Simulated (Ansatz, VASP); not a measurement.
# Te: VASP beside Ansatz

Contents of INCAR:

```
PREC = Accurate
ENCUT = 520
EDIFF = 1E-7
ISMEAR = -1
SIGMA = 0.05
LREAL = F
LASPH = T
NELM = 80
ALGO = Normal
ISIF = 2
LWAVE = F
LCHARG = F
NBANDS = 9
```

KPOINTS

```
Automatic mesh
0
Gamma
  9 9 9
```

Contents of POSCAR:

```
Te
1.0
    2.3211756774      1.3401314022      1.7021523992
   -2.3211756774      1.3401314022      1.7021523992
    0.0000000000     -2.6802628044      1.7021523992
Te
1
Direct
    0.5000000000      0.5000000000      0.5000000000
```

input.yaml

```yaml
crystal:
  lattice:
    - [2.3211756774, 1.3401314022, 1.7021523992]
    - [-2.3211756774, 1.3401314022, 1.7021523992]
    - [0.0, -2.6802628044, 1.7021523992]
  atoms:
    - { symbol: Te, position: [0.5, 0.5, 0.5] }
kpoints:
  mp_grid: { grid: [9, 9, 9] }
scf:
  occupations: { method: fermi_dirac, width: 0.05 }
hamiltonian:
  xc: lda
  pseudopotentials: { kind: all_electron, lapw: { basis_error: 0.001 } }
output:
  forces: true
  stress: true
  eigenvalues: true
```

Change from the starting cell: volume scaled by 1.02.

Alike in both runs: task single point; functional LDA; k mesh 9 × 9 × 9; occupations fermi-dirac, width 0.05 eV; no spin polarisation.

|  | VASP | Ansatz |
| --- | --- | --- |
| version | VASP 6.6.1 | Ansatz 0.2.0 |
| potentials or method | VASP PAW LDA potentials, release 64 (Te) | all-electron LAPW, scalar-relativistic |
| plane-wave cutoff (eV) | 520 | see its input |

VASP gave:

| Property | Result |
| --- | --- |
| gap on the k mesh at the Fermi level (eV) | none |
| pressure (GPa) | -2.1 |
| largest component of the traceless stress (GPa) | 0.42 |

Q: Estimate Ansatz's values.

A: gap on the k mesh at the Fermi level (eV): none; pressure (GPa): -2.1; largest component of the traceless stress (GPa): 0.44.

A gap of «none» marks a metal or a gap that the smearing closes. Ansatz ran all-electron here, so the differences hold the error of VASP's frozen core and of both bases.

Spin-orbit coupling is left out, which matters for the levels of Te.
